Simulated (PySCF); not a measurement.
Work out the structure from these simulated measurements.

Elements present: C, H and O. Monoisotopic mass: 108.0575 u.

- 13C NMR: chemical shifts (computed TMS as zero) by class: 167.9 (1 C), 136.3 (2 C), 125.7 (1 C), 118.5 (2 C), 56.7 (1 C) ppm [GIAO B97-2/pcSseg-2]
- Dipole: 1.30 D [B97-2/pcSseg-2]
- NMR, other nuclei: isotropic shieldings of nuclei other than C and H, by class: 230 (1 O) ppm [GIAO B97-2/pcSseg-2]
- Rotational structure: rotational constants A, B, C: 5.094, 1.589, 1.221 GHz [PBE0-D3(BJ)/def2-TZVP]
- 1H NMR: chemical shifts (computed TMS as zero) by class: 7.55 (2 H), 7.16 (1 H), 7.11 (2 H), 3.76 (3 H) ppm [GIAO B97-2/pcSseg-2]

The electronic properties come from PySCF, for the isolated species, density fitting. Levels stand in brackets. One conformer (not necessarily the lowest) at the PBE0-D3(BJ)/def2-TZVP geometry, without solvent, vibrations or thermal averaging. NMR values are class means; diastereotopic atoms form classes of their own.

Question: Which formula fits the mass and the elements?

Answer: C7H8O (calculated 108.0575). No other formula that holds each of these elements comes within 0.0003 u with a fitting electron parity and a possible valence count.

Question: Propose a structure and show how it fits.

Answer: Numbering: `[CH3:1][O:2][c:3]1[cH:4][cH:5][cH:6][cH:7][cH:8]1`. Its formula, C7H8O, gives 4 degrees of unsaturation: 1 ring and 3 π bonds in the structure found (Kekulé form). 7 carbons fall into 5 classes; from least to most shielded: aromatic carbon bearing oxygen [C3] (167.9 ppm), aromatic CH carbon [C5/C7] (136.3 ppm, 2 C), aromatic CH carbon [C6] (125.7 ppm), aromatic CH carbon [C4/C8] (118.5 ppm, 2 C, up to 10.0 ppm apart in this geometry), methoxy carbon [C1] (56.7 ppm). Hydrogen classes from least to most shielded: 2 H on the meta carbons, C5/C7 (7.55 ppm), 1 H on the para carbon, C6 (7.16 ppm), 2 H on the ortho carbons, C4/C8 (7.11 ppm), 3 H on a methoxy carbon, C1 (3.76 ppm). The other shieldings belong to: 230 ppm, aryl ether oxygen [O2]. The optimised geometry has point group Cs and is an asymmetric top. Structure: anisole, `COc1ccccc1`. Computed isomers that give other values at the same levels: `Cc1ccccc1O` (rotational constant A: 3.297 GHz; this holds for the one conformer computed); `Cc1cccc(O)c1` (rotational constant A: 3.706 GHz; this holds for the one conformer computed); `OCc1ccccc1` (13C chemical shifts (computed TMS as zero) by class: 151.7 (1 C), 135.2 (2 C), 134.2 (1 C), 133.0 (2 C), 72.0 (1 C) ppm). The assignments are read from this structure; whether some other isomer fits the data as well wasn't checked.

Conformer computed: `[CH3:1][O:2][c:3]1[cH:4][cH:5][cH:6][cH:7][cH:8]1`: C1–O2–C3–C4 -179°.
